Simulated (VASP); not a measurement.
Write the native input for VASP 6.6.1 that does the following.

* Task: single point
* Functional: r2SCAN
* Potentials or basis: VASP PAW PBE potentials, release 64 (Pd)
* Cutoff: 520 eV
* k mesh: 6 × 6 × 6
* Occupations: gaussian, width 0.1 eV
* Spin: no spin polarisation
* Dipole correction: no
* Further INCAR settings: ALGO = Normal; EDIFF = 1e-06; NBANDS = 17

Pd:

```
CELL_PARAMETERS angstrom
0.00000 1.89716 4.57515
1.87106 0.00000 4.57515
1.87106 1.89716 0.00000
ATOMIC_POSITIONS crystal
Pd 0.13832 0.13832 0.86168
Pd 0.86168 0.86168 0.13832
```

The cell was built by a generator and needn't be a form met in nature.

The input as run:

POSCAR

```
Pd
1.0
    0.0000000000      1.8971645887      4.5751472180
    1.8710628131      0.0000000000      4.5751472180
    1.8710628131      1.8971645887      0.0000000000
Pd
2
Direct
    0.1383227851      0.1383227851      0.8616772149
    0.8616772149      0.8616772149      0.1383227851
```

INCAR.step1

```
SYSTEM = Pd
  PREC = Accurate
  ENCUT = 520
  ISMEAR = 0
  SIGMA = 0.1
  LREAL = .FALSE.
  LASPH = .TRUE.
  NELM = 100
  NBANDS = 17
  GGA = PE
  ALGO = Normal
  EDIFF = 1E-4
  LWAVE = .TRUE.
  LCHARG = .FALSE.
```

INCAR.step2

```
SYSTEM = Pd
  PREC = Accurate
  ENCUT = 520
  EDIFF = 1E-6
  ISMEAR = 0
  SIGMA = 0.1
  LREAL = .FALSE.
  LASPH = .TRUE.
  NELM = 100
  ALGO = Normal
  ISIF = 2
  LWAVE = .FALSE.
  LCHARG = .FALSE.
  METAGGA = R2SCAN
  LMIXTAU = .TRUE.
  NBANDS = 17
  ISTART = 1
```

KPOINTS

```
regular mesh
0
G
  6 6 6
  0 0 0
```

Potentials or basis: VASP PAW PBE potentials, release 64 (Pd).

The run is started by

```sh
$ cat potpaw_PBE.64/Pd/POTCAR > POTCAR
$ cp INCAR.step1 INCAR
$ mpirun -np 1 vasp_std > vasp.out
$ cp INCAR.step2 INCAR
$ mpirun -np 1 vasp_std > vasp.out
```

Results of the run:

```yaml
Pressure: 0.5 GPa
Band_gap_on_the_k_mesh: none (metal or under the smearing width)
```

Caveat: the k mesh is coarse (spacing up to 0.41 Å⁻¹), so the values aren't converged; the PAW data sets were made with another functional, which shifts forces and pressure a little.

It took 82 s on 1 thread of Intel(R) Xeon(R) Platinum 8488C (Sapphire Rapids) (shared host), peak memory 0.18 GiB.
